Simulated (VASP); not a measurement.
The system is CdSe (Cadmoselite).

```
CELL_PARAMETERS angstrom
4.30000 0.00000 0.00000
-2.15000 3.72391 0.00000
0.00000 0.00000 7.02000
ATOMIC_POSITIONS crystal
Cd 0.33333 0.66667 0.00000
Cd 0.66667 0.33333 0.50000
Se 0.33333 0.66667 0.38500
Se 0.66667 0.33333 0.88500
```

| Property | Result |
| --- | --- |
| Program | VASP 6.6.1 |
| Task | relaxation of cell and atoms |
| Functional | PBE |
| Dispersion | D3(BJ) |
| Potentials or basis | VASP PAW PBE potentials, release 64 (Cd, Se) |
| Cutoff | 600 eV |
| k mesh | 9 × 9 × 4 |
| Occupations | gaussian, width 0.03 eV |
| Spin | no spin polarisation |

At the start: pressure 1.2 GPa; volume 28.10 Å³/atom.

Problem. How do energy, volume and symmetry change on relaxing?

Solution. Over 7 steps the energy falls by 7.2 meV/atom and the volume is 28.69 Å³/atom (+2.1 %); space group P6_3mc (No. 186, to 0.05 Å).

Step by step:
| step | energy change (eV) | largest force (eV/Å) | pressure (GPa) | volume (Å³) |
| --- | --- | --- | --- | --- |
| 1 | 0.0000 | 0.2926 | 1.22 | 112.41 |
| 2 | -0.0234 | 0.0454 | -0.44 | 115.90 |
| 3 | -0.0244 | 0.0862 | -0.20 | 115.31 |
| 4 | -0.0259 | 0.0464 | -0.01 | 114.86 |
| 5 | -0.0261 | 0.0196 | 0.13 | 114.57 |
| 6 | -0.0274 | 0.0139 | 0.10 | 114.62 |
| 7 | -0.0289 | 0.0047 | 0.03 | 114.77 |

Final structure:
```yaml
crystal:
  lattice:
    - [4.32739, 0.00000, 0.00000]
    - [-2.16370, 3.74763, 0.00000]
    - [0.00000, 0.00000, 7.07706]
  atoms:
    - { symbol: Cd, position: [0.33333, 0.66667, 0.00500] }
    - { symbol: Cd, position: [0.66667, 0.33333, 0.50500] }
    - { symbol: Se, position: [0.33333, 0.66667, 0.38000] }
    - { symbol: Se, position: [0.66667, 0.33333, 0.88000] }
```
